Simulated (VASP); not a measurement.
Input of a VASP 6.6.1 run:

File POSCAR:

```
CaF2
1.0
    0.0000000000      2.7194531268      2.7194531268
    2.7194531268      0.0000000000      2.7194531268
    2.7194531268      2.7194531268      0.0000000000
Ca F
1 2
Direct
    0.0000000000      0.0000000000      0.0000000000
    0.2500000000      0.2500000000      0.2500000000
    0.7500000000      0.7500000000      0.7500000000
```

Contents of INCAR.step1:

```
SYSTEM = CaF2
  PREC = Accurate
  ENCUT = 520
  ISMEAR = 0
  SIGMA = 0.01
  LREAL = .False.
  LASPH = .True.
  NELM = 100
  NBANDS = 19
  GGA = PE
  ALGO = Normal
  EDIFF = 1E-4
  LWAVE = .True.
  LCHARG = .False.
```

File INCAR.step2:

```
SYSTEM = CaF2
  PREC = Accurate
  ENCUT = 520
  EDIFF = 1E-6
  ISMEAR = 0
  SIGMA = 0.01
  LREAL = .False.
  LASPH = .True.
  NELM = 100
  ALGO = Normal
  ISIF = 2
  LWAVE = .False.
  LCHARG = .False.
  METAGGA = R2SCAN
  LMIXTAU = .True.
  NBANDS = 19
  ISTART = 1
```

KPOINTS

```
regular mesh
0
Gamma
  8 8 8
  0 0 0
```

Potentials or basis: VASP PAW PBE potentials, release 64 (Ca_sv, F).

Run with:

```console
$ cat potpaw_PBE.64/Ca_sv/POTCAR potpaw_PBE.64/F/POTCAR > POTCAR
$ cp INCAR.step1 INCAR
$ mpirun -np 1 vasp_std > vasp.out
$ cp INCAR.step2 INCAR
$ mpirun -np 1 vasp_std > vasp.out
```

Q: Predict the band gap on the k mesh.

A: 8.02 eV, indirect (least direct gap 8.28 eV).

Q: What does it give for the pressure?

A: 0.6 GPa.

Caveat: the PAW data sets were made with another functional, which shifts forces and pressure a little. r2SCAN opens gaps a little over a GGA but as a rule still falls short of measured ones.
